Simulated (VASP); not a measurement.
# TePt (R-3m) in VASP: settings compared, part 2 of 3

VASP 6.6.1. The steps go on from the part before.

## Step 3: Relaxation of cell and atoms, LDA

This run uses another cell than the first one, of 22.03 Å³/atom, 0.972 times its volume.

Contents of INCAR:

```
SYSTEM = TePt
  PREC = Accurate
  ENCUT = 600
  EDIFF = 1E-7
  ISMEAR = 1
  SIGMA = 0.1
  LREAL = .False.
  LASPH = .True.
  NELM = 80
  ALGO = Normal
  ISIF = 3
  LWAVE = .False.
  LCHARG = .False.
  IBRION = 2
  NSW = 90
  EDIFFG = -0.005
  KPAR = 2
```

Contents of KPOINTS:

```
regular mesh
0
Gamma
  11 11 11
  0 0 0
```

Contents of POSCAR:

```
TePt                                    
1.0
    1.9652862483      1.1346585445      6.5850385742
   -1.9652862483      1.1346585445      6.5850385742
   -0.0000000000     -2.2693170890      6.5850385742
  Te              Pt            
     2     2
Direct
     0.5991580455581076    0.5991580455581076    0.5991580455581076
     0.4008419544418924    0.4008419544418924    0.4008419544418924
     0.8701206836819638    0.8701206836819638    0.8701206836819638
     0.1298793163180361    0.1298793163180361    0.1298793163180361
```

Potentials or basis: VASP PAW LDA potentials, release 64 (Te, Pt).

On the command line:

```bash
> cat potpaw_LDA.64/Te/POTCAR potpaw_LDA.64/Pt/POTCAR > POTCAR
> mpirun -np 2 vasp_std > vasp.out
```

OUTCAR:

```text
SYSTEM = TePt
   PREC = Accurate
   ENCUT = 600
   EDIFF = 1E-7
   ISMEAR = 1
   LREAL = .False.
   LASPH = .True.
   NELM = 80
   ISIF = 3
   IBRION = 2
   NSW = 90
   EDIFFG = -0.005

 ion  position               nearest neighbor table
   1  0.599  0.599  0.599-   3 2.58   3 2.58   3 2.58   2 3.50   2 3.50   2 3.50   4 3.52   4 3.52
                             4 3.52
   2  0.401  0.401  0.401-   4 2.58   4 2.58   4 2.58   1 3.50   1 3.50   1 3.50   3 3.52   3 3.52
                             3 3.52
   3  0.870  0.870  0.870-   1 2.58   1 2.58   1 2.58   4 2.69   4 2.69   4 2.69   2 3.52   2 3.52
                             2 3.52
   4  0.130  0.130  0.130-   2 2.58   2 2.58   2 2.58   3 2.69   3 2.69   3 2.69   1 3.52   1 3.52
                             1 3.52

  LATTYP: Found a trigonal (rhomboedric) cell.
 ALAT       =     6.9650939027
 COS(alpha) =     0.8407689810

  Lattice vectors:

 A1 = (   1.9652862483,   1.1346585445,   6.5850385742)
 A2 = (  -1.9652862483,   1.1346585445,   6.5850385742)
 A3 = (   0.0000000000,  -2.2693170890,   6.5850385742)

Analysis of symmetry for initial positions (statically):
=====================================================================
 Subroutine PRICEL returns:
 Original cell was already a primitive cell.

 Routine SETGRP: Setting up the symmetry group for a
 trigonal (rhombohedral) supercell.

 Subroutine GETGRP returns: Found 12 space group operations
 (whereof 12 operations were pure point group operations)
 out of a pool of 12 trial point group operations.

The static configuration has the point symmetry D_3d.

Analysis of symmetry for dynamics (positions and initial velocities):
=====================================================================
 Subroutine PRICEL returns:
 Original cell was already a primitive cell.
[... 187 lines left out ...]
      0.00000      0.00000     17.18933         0.000000      0.000000      0.000516
      0.00000      0.00000      2.56578         0.000000     -0.000000     -0.000516
 -----------------------------------------------------------------------------------
    total drift:                               -0.000000      0.000000      0.000000

  FREE ENERGIE OF THE ION-ELECTRON SYSTEM (eV)
  ---------------------------------------------------
  free  energy   TOTEN  =       -24.0303228927 eV

  energy  without entropy=      -24.0298551915  energy(sigma->0) =      -24.03016699

--------------------------------------- Ionic step        2  -------------------------------------------

 number of electron      32.0000000 magnetization

 Free energy of the ion-electron system (eV)
  ---------------------------------------------------
  ext. energy  EPLUGINS =         0.00000000
  ---------------------------------------------------
  free energy    TOTEN  =       -24.03032816 eV

  energy without entropy =      -24.02985952  energy(sigma->0) =      -24.03017195

 E-fermi :   8.7079     XC(G=0): -11.2543

 val. band max:        8.7076038285   @ k =   0.3636   0.0909   0.0909
 cond. band min:       8.7119216291   @ k =  -0.4545   0.4545   0.0909
 fundamental gap:      0.0043178006
 Fermi energy:         8.7078539372

 k-point     1 :       0.0000    0.0000    0.0000
  band No.  band energies     occupation
      1      -4.8275      2.00000
      2      -3.1530      2.00000
      3       1.6978      2.00000
      4       3.0462      2.00000
      5       3.0462      2.00000
      6       3.7801      2.00000
[... 541 lines left out ...]
     19      12.7859      0.00000
     20      14.3091      0.00000

 [... further k-points ...]

------------------------ aborting loop because EDIFF is reached ----------------------------------------

  FORCE on cell =-STRESS in cart. coord.  units (eV):
  Direction    XX          YY          ZZ          XY          YZ          ZX
  --------------------------------------------------------------------------------------
  -------------------------------------------------------------------------------------
  Total        0.0151928      0.0151928     -0.0052982      0.0000000     -0.0000000      0.0000000
  in kB        0.2763367      0.2763367     -0.0963666      0.0000000     -0.0000000      0.0000000
  external PRESSURE =       0.1521022 kB  Pullay stress =       0.0000000 kB

 VOLUME and BASIS-vectors are now :
 -----------------------------------------------------------------------------
  energy-cutoff  :      600.00
  volume of cell :       88.09
      direct lattice vectors                 reciprocal lattice vectors
     1.965356296  1.134698986  6.583184924     0.254406797  0.146881833  0.050634053
    -1.965356296  1.134698986  6.583184924    -0.254406797  0.146881833  0.050634053
     0.000000000 -2.269397973  6.583184924     0.000000000 -0.293763665  0.050634053

 POSITION                                       TOTAL-FORCE (eV/Angst)
 -----------------------------------------------------------------------------------
      0.00000      0.00000     11.83293         0.000000      0.000000      0.000647
      0.00000      0.00000      7.91662         0.000000     -0.000000     -0.000647
      0.00000      0.00000     17.18452         0.000000      0.000000     -0.000508
      0.00000      0.00000      2.56503         0.000000     -0.000000      0.000508
 -----------------------------------------------------------------------------------
    total drift:                               -0.000000      0.000000      0.000000

  FREE ENERGIE OF THE ION-ELECTRON SYSTEM (eV)
  ---------------------------------------------------
  free  energy   TOTEN  =       -24.0303281628 eV

  energy  without entropy=      -24.0298595202  energy(sigma->0) =      -24.03017195

 reached required accuracy - stopping structural energy minimisation
```

Wall time 3.7 min (2 MPI ranks of Intel Xeon 6975P-C (Granite Rapids), shared host); peak memory 0.54 GiB.

Results:

| Property | Result |
| --- | --- |
| Free energy | -24.0303 eV |
| Relaxed volume | 22.02 Å³/atom |
| Relaxed cell | a = 6.963 Å, b = 6.963 Å, c = 6.963 Å, α = 32.79°, β = 32.79°, γ = 32.79° |
| Space group after relaxing (to 0.05 Å) | R-3m (No. 166) |
| Energy gained by relaxing | 0.0 meV/atom |
| Ionic steps | 2 |
| Pressure after relaxing | 0.0 GPa |
| Band gap on the k mesh | none (metal or under the smearing width) |

Final structure:
```xyz
4
Lattice="1.9654 1.1347 6.5832 -1.9654 1.1347 6.5832 0.0000 -2.2694 6.5832" Properties=species:S:1:pos:R:3 pbc="T T T"
Te    0.0000    0.0000   11.8329
Te    0.0000    0.0000    7.9166
Pt    0.0000    0.0000   17.1845
Pt    0.0000    0.0000    2.5650
```

Levels at points of the mesh, in eV from the Fermi level:
| k point | band 14 | band 15 | band 16 | band 17 | band 18 | band 19 |
| --- | --- | --- | --- | --- | --- | --- |
| (0.00, 0.00, 0.00) | 0.64 | 0.64 | 0.95 | 1.26 | 2.94 | 2.94 |

Spin-orbit coupling is left out, which matters for the levels of Pt, Te.

## Step 4: Relaxation of cell and atoms, rev-vdW-DF2

Contents of INCAR:

```
PREC = Accurate ; ENCUT = 600
EDIFF = 1E-6 ; ISMEAR = 1
SIGMA = 0.1 ; LREAL = F
LASPH = T ; NELM = 80
ALGO = Normal ; ISIF = 3
LWAVE = F ; LCHARG = F
GGA = MK ; LUSE_VDW = T
AGGAC = 0.0 ; PARAM1 = 0.1234
PARAM2 = 0.711357 ; ZAB_VDW = -1.8867
IBRION = 2 ; NSW = 90
EDIFFG = -0.01 ; KPAR = 2
```

Contents of KPOINTS:

```
Automatic mesh
0
Gamma
  11 11 11
```

Contents of POSCAR:

```
TePt
1.0
    1.9815661262      1.1440577364      6.6610334788
   -1.9815661262      1.1440577364      6.6610334788
    0.0000000000     -2.2881154728      6.6610334788
Te Pt
2 2
Direct
    0.5980000000      0.5980000000      0.5980000000
    0.4020000000      0.4020000000      0.4020000000
    0.8703333333      0.8703333333      0.8703333333
    0.1296666667      0.1296666667      0.1296666667
```

Potentials or basis: VASP PAW PBE potentials, release 64 (Te, Pt).

On the command line:

```bash
> cat potpaw_PBE.64/Te/POTCAR potpaw_PBE.64/Pt/POTCAR > POTCAR
> mpirun -np 2 vasp_std > vasp.out
```

Wall time 57 min (2 MPI ranks of Intel Xeon Platinum 8559C (Emerald Rapids), shared host); peak memory 1.5 GiB.

Results (log left out):

```
Free energy                            : -12.3635 eV
Relaxed volume                         : 23.15 Å³/atom
Relaxed cell                           : a = 7.113 Å, b = 7.113 Å, c = 7.113 Å, α = 32.55°, β = 32.55°, γ = 32.55°
Space group after relaxing (to 0.05 Å) : R-3m (No. 166)
Energy gained by relaxing              : 6.3 meV/atom
Ionic steps                            : 10
Pressure after relaxing                : 0.0 GPa
Largest force after relaxing           : 0.006 eV/Å
Band gap on the k mesh                 : none (metal or under the smearing width)
```

Forces in eV/Å, atoms in the order of the input:
```
Te   0.000  0.000 -0.006
Te   0.000  0.000  0.006
Pt   0.000  0.000  0.005
Pt   0.000  0.000 -0.005
```

The path:
```tsv
step	energy change (eV)	largest force (eV/Å)	pressure (GPa)	volume (Å³)
1	0.0000	0.4102	3.21	90.60
2	0.0511	0.5135	-5.12	96.68
3	-0.0241	0.0995	-0.13	92.72
4	-0.0241	0.1007	-0.09	92.68
5	-0.0251	0.0318	0.01	92.59
6	-0.0253	0.0164	0.06	92.53
7	-0.0253	0.0127	0.05	92.53
8	-0.0253	0.0121	-0.05	92.62
9	-0.0253	0.0113	-0.07	92.64
10	-0.0254	0.0057	-0.03	92.62
```

Final structure:
```
Te Pt
1.0
     1.99320    1.15078    6.72992
    -1.99320    1.15078    6.72992
     0.00000   -2.30155    6.72992
Te Pt
2 2
Direct
  0.59857 0.59857 0.59857
  0.40143 0.40143 0.40143
  0.86983 0.86983 0.86983
  0.13017 0.13017 0.13017
```

Levels at points of the mesh, in eV from the Fermi level:
```tsv
k point	band 12	band 13	band 14	band 15	band 16	band 17	band 18	band 19	band 20
(0.00, 0.00, 0.00)	-1.86	-1.66	0.64	0.64	0.75	1.14	2.74	2.74	4.63
```

Caveat: the PAW data sets were made with another functional, which shifts forces and pressure a little. Zero-point motion and thermal expansion aren't in these numbers.

## Step 5: Relaxation of cell and atoms, rev-vdW-DF2

This run uses another cell than the first one, of 23.15 Å³/atom, 1.022 times its volume.

INCAR, as its differences from that of step 4:

```diff
@@ -1,3 +1,3 @@
 PREC = Accurate ; ENCUT = 600
-EDIFF = 1E-6 ; ISMEAR = 1
+EDIFF = 1E-7 ; ISMEAR = 1
 SIGMA = 0.1 ; LREAL = F
@@ -10,2 +10,2 @@
 IBRION = 2 ; NSW = 90
-EDIFFG = -0.01 ; KPAR = 2
+EDIFFG = -0.005 ; KPAR = 2
```

KPOINTS is that of step 4.

Contents of POSCAR:

```
TePt                                    
1.0
    1.9932026764      1.1507761018      6.7299198214
   -1.9932026764      1.1507761018      6.7299198214
    0.0000000000     -2.3015522036      6.7299198214
  Te              Pt            
     2     2
Direct
     0.5985696546452035    0.5985696546452035    0.5985696546452035
     0.4014303453547965    0.4014303453547965    0.4014303453547965
     0.8698316097237340    0.8698316097237340    0.8698316097237340
     0.1301683902762660    0.1301683902762660    0.1301683902762660
```

On the command line:

```bash
> cat potpaw_PBE.64/Te/POTCAR potpaw_PBE.64/Pt/POTCAR > POTCAR
> mpirun -np 2 vasp_std > vasp.out
```

Run time: 28 min. Hardware: 2 MPI ranks of Intel Xeon Platinum 8559C (Emerald Rapids), shared host; peak memory 1.7 GiB.

Results (log left out):

```
Free energy                            : -12.3637 eV
Relaxed volume                         : 23.15 Å³/atom
Relaxed cell                           : a = 7.113 Å, b = 7.113 Å, c = 7.113 Å, α = 32.54°, β = 32.54°, γ = 32.54°
Space group after relaxing (to 0.05 Å) : R-3m (No. 166)
Energy gained by relaxing              : 0.0 meV/atom
Ionic steps                            : 4
Pressure after relaxing                : 0.0 GPa
Band gap on the k mesh                 : none (metal or under the smearing width)
```

Forces on the atoms (eV/Å):
```
Te   0.000  0.000 -0.001
Te   0.000  0.000  0.001
Pt   0.000  0.000  0.003
Pt   0.000  0.000 -0.003
```

Final structure:
```yaml
crystal:
  lattice:
    - [1.99293, 1.15062, 6.73007]
    - [-1.99293, 1.15062, 6.73007]
    - [0.00000, -2.30124, 6.73007]
  atoms:
    - { symbol: Te, position: [0.59856, 0.59856, 0.59856] }
    - { symbol: Te, position: [0.40144, 0.40144, 0.40144] }
    - { symbol: Pt, position: [0.86984, 0.86984, 0.86984] }
    - { symbol: Pt, position: [0.13016, 0.13016, 0.13016] }
```

Levels at points of the mesh, in eV from the Fermi level:
| k point | band 14 | band 15 | band 16 | band 17 | band 18 | band 19 |
| --- | --- | --- | --- | --- | --- | --- |
| (0.00, 0.00, 0.00) | 0.64 | 0.64 | 0.75 | 1.14 | 2.74 | 2.74 |

Caveat: the PAW data sets were made with another functional, which shifts forces and pressure a little.

[end of part 2 of 3]
